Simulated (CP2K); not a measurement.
Runs of CP2K 2026.2 on MgTe. It takes space group F-43m (No. 216, cubic). The conventional cell has a = 6.464 Å, b = 6.464 Å, c = 6.464 Å, α = 90.00°, β = 90.00°, γ = 90.00°. Te (site symmetry -43m) has 4 Mg at 2.80 Å as nearest neighbours. Mg (site symmetry -43m) has 4 Te at 2.80 Å as nearest neighbours. The cell comes from a database or a generator and needn't be the stable form of this composition.

| level | potentials or basis | smearing | EPS_DEFAULT | points a segment of the path (NPOINTS) | bands added on the path | gap on the mesh (eV) | pressure (GPa) |
| --- | --- | --- | --- | --- | --- | --- | --- |
| TB-mBJ | POTENTIAL_UZH Te GTH-PBE-q6, Mg GTH-PBE-q10; TZVP-MOLOPT-PBE-GTH basis | fermi-dirac 0.0259 eV | 1.0E-10 | 6 | 4 | 2.69 | - |
| LDA | GTH_POTENTIALS Te GTH-PADE-q6, Mg GTH-PADE-q10; TZVP-MOLOPT-PBE-GTH basis | fermi-dirac 0.01 eV | 1.0E-9 | 10 | 4 | 2.08 | -0.7 |
| PBE | POTENTIAL_UZH Te GTH-PBE-q6, Mg GTH-PBE-q10; TZVP-MOLOPT-PBE-GTH basis | fermi-dirac 0.05 eV | 1.0E-9 | 10 | 2 | 2.24 | (a) |
| PBEsol | POTENTIAL_UZH Te GTH-PBE-q6, Mg GTH-PBE-q10; TZVP-MOLOPT-PBE-GTH basis | fermi-dirac 0.01 eV | 1.0E-9 | 8 | 2 | 2.10 | 0.9 |
| r2SCAN | POTENTIAL_UZH Te GTH-SCAN-q6, Mg GTH-SCAN-q10; TZVP-MOLOPT-SCAN-GTH basis | fermi-dirac 0.01 eV | 1.0E-9 | 8 | 6 | (b) | 0.7 |

Alike in all rows: task band structure; no spin polarisation; cell as given; k mesh 7 × 7 × 7.

Task: Fill in the values left out.

Result: (a) 1.6; (b) 2.89.

Caveats: spin-orbit coupling is left out, which moves the levels of the heavy elements; the basis of atomic orbitals isn't converged, which shifts pressures, moduli and gaps; the potentials were made for another functional, which shifts forces and pressure (some runs); this is a model potential without an energy functional, so only levels have meaning (some runs).

A k mesh can miss the band edges, and the runs leave out spin-orbit coupling on Te.
